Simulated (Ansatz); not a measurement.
# GeO2: biaxial strain +0.30 %, plane normal [001], relaxed out of plane

Start from GeO2 in the rutile structure (space group P4_2/mnm, No. 136; a = 4.488 Å, c = 2.905 Å). Axes: x, y, z lie along a, b, c of the conventional cell.

It is then changed as follows: tensile biaxial strain of 0.30 % in the plane normal to [001], as in epitaxy on a mismatched substrate; the out-of-plane cell vector and the atoms relax.

Method: PBE in Ansatz (plane waves to 420 eV, PAW, no spin-orbit coupling). Γ-centred 8×8×11 mesh, Fermi–Dirac width 0.05 eV.

```json
[
 {"quantity": "volume per atom", "base": "9.75 Å³", "changed": "9.79 Å³", "shift": "+0.04 Å³"},
 {"quantity": "band gap", "base": "1.23 eV", "changed": "1.21 eV", "shift": "-0.02 eV"},
 {"quantity": "gap character", "base": "direct at Γ", "changed": "direct at Γ", "shift": "–"},
 {"quantity": "width of the top valence band", "base": "1.79 eV", "changed": "1.78 eV", "shift": "-0.01 eV"},
 {"quantity": "electron mass", "base": "0.19 mₑ along c, 0.22 mₑ across (at Γ)", "changed": "0.19 mₑ out of plane, 0.22 mₑ in plane (at Γ)", "shift": "–"},
 {"quantity": "hole mass", "base": "1.9 mₑ along c, 1.2 mₑ across (at Γ)", "changed": "2.0 mₑ out of plane, 1.2 mₑ in plane (at Γ)", "shift": "–"},
 {"quantity": "valence-band top at Γ (three highest levels, from the VBM)", "base": "0.00, -0.79, -0.79 eV", "changed": "0.00, -0.79, -0.79 eV", "shift": "–"},
 {"quantity": "out-of-plane strain", "base": "–", "changed": "-0.18 %", "shift": "–"},
 {"quantity": "mean in-plane stress (compression positive)", "base": "–", "changed": "-0.9 GPa", "shift": "–"}
]
```

Cost of the whole job for the changed cell (relaxation, final SCF and bands): very roughly 60 core-seconds.

Effective masses come from finite differences of ±0.01 Å⁻¹. No phonon test of stability was made.

Ansatz is a program for electronic structure.
